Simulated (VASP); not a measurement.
Write the native input for VASP 6.6.1 that does the following.

| Property | Result |
| --- | --- |
| Task | relaxation of cell and atoms |
| Functional | r2SCAN |
| Potentials or basis | VASP PAW PBE potentials, release 64 (Ta_pv) |
| Cutoff | 600 eV |
| k mesh | 16 × 16 × 16 |
| Occupations | methfessel-paxton, width 0.1 eV |
| Spin | no spin polarisation |
| Target pressure | 20.8 GPa |
| Further INCAR settings | ALGO = Normal; EDIFF = 1e-06; IBRION = 2; EDIFFG = -0.01; NSW = 90; ISIF = 3 |
| Target pressure | 20.8 GPa |

The structure of Ta lies in POSCAR:

```
Ta
1.0
   -1.6512800000      1.6512800000      1.6512800000
    1.6512800000     -1.6512800000      1.6512800000
    1.6512800000      1.6512800000     -1.6512800000
Ta
1
Direct
    0.0000000000      0.0000000000      0.0000000000
```

The input as run:

INCAR

```
SYSTEM = Ta
ALGO = Normal
EDIFF = 1E-6
EDIFFG = -0.01
ENCUT = 600
IBRION = 2
ISIF = 3
ISMEAR = 1
LASPH = .TRUE.
LCHARG = .FALSE.
LMIXTAU = .TRUE.
LREAL = .FALSE.
LWAVE = .FALSE.
METAGGA = R2SCAN
NELM = 80
NSW = 90
PREC = Accurate
PSTRESS = 208.0
SIGMA = 0.1
```

KPOINTS

```
k-points
0
G
  16 16 16
  0 0 0
```

Potentials or basis: VASP PAW PBE potentials, release 64 (Ta_pv).

Command:

```sh
$ cat potpaw_PBE.64/Ta_pv/POTCAR > POTCAR
$ mpirun -np 1 vasp_std > vasp.out
```

Results of the run:

| Item | Value |
| --- | --- |
| Relaxed volume | 16.59 Å³/atom |
| Relaxed cell | a = 2.783 Å, b = 2.783 Å, c = 2.783 Å, α = 109.47°, β = 109.47°, γ = 109.47° |
| Space group after relaxing (to 0.05 Å) | Im-3m (No. 229) |
| Energy change on relaxing (the enthalpy is what falls) | +93.4 meV/atom |
| Ionic steps | 5 |
| Pressure after relaxing | 20.8 GPa |
| Band gap on the k mesh | none (metal or under the smearing width) |

Caveat: the cell is relaxed towards a set pressure, so the enthalpy falls and the energy may rise; the PAW data sets were made with another functional, which shifts forces and pressure a little.

Run time: 3.1 min on 1 thread of Intel(R) Xeon(R) Platinum 8488C (Sapphire Rapids), with other jobs on the host, peak memory 0.18 GiB.
